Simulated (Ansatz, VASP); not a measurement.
## One calculation of Pd, 5 ways

The starting cell:

```
Pd
1.0
     0.00000    1.94650    1.94650
     1.94650    0.00000    1.94650
     1.94650    1.94650    0.00000
Pd
1
Cartesian
  0.0000 0.0000 0.0000
```

Alike in all runs: task relaxation of cell and atoms; functional PBE; k mesh 12 × 12 × 12; occupations fermi-dirac, width 0.05 eV; no spin polarisation; no spin-orbit coupling.

| program and potentials | plane-wave cutoff (eV) | notes | equilibrium volume (Å³/atom) |
| --- | --- | --- | --- |
| VASP, PBE PAW files Pd_GW, 630 eV | 630 | 10 valence electrons an atom on average | 15.22 |
| VASP, PBE PAW files Pd, 580 eV | 580 | 10 valence electrons an atom on average | 15.28 |
| VASP, PBE PAW files Pd, 600 eV | 600 | 10 valence electrons an atom on average | 15.29 |
| VASP, PBE PAW files Pd_sv_GW, 680 eV | 680 | 18 valence electrons an atom on average | 15.31 |
| Ansatz, all-electron LAPW, scalar-relativistic | - | - | 15.30 |

The equilibrium volume spans 15.22 (VASP, PBE PAW files Pd_GW, 630 eV) to 15.31 Å³/atom (VASP, PBE PAW files Pd_sv_GW, 680 eV), with all-electron results at 15.30. Relaxations stop with a little pressure left, so the last digit of a volume isn't settled.

Differences between rows come from potentials, basis sets and numerical settings, since the functional is the same but for its coding. Runs on potential files found faulty are left out.

The frozen-core and all-electron descriptions of Pd agree closely, with only the Pd_GW potential standing slightly apart at 15.22 Å³/atom. Freezing the 4s and 4p shells cannot by itself explain that offset, because the standard Pd potential also treats 10 valence electrons and gives 15.28 and 15.29 Å³/atom, next to the all-electron 15.30. The details of the Pd_GW potential's construction are the more probable source.

The shared equilibrium volume reflects a balance between cohesion from the 4d band, hybridised with sp states, and the repulsion of overlapping, nearly filled d shells. All five values lie above the measured volume of Pd. This is the familiar underbinding of PBE in late 4d metals, where its gradient correction tends to favour expanded lattices, so the close agreement supports the numerical consistency of the potentials rather than the accuracy of the functional. Nor do these volumes show whether the expanded lattice would stay nonmagnetic, a real question for a metal so close to the Stoner instability.
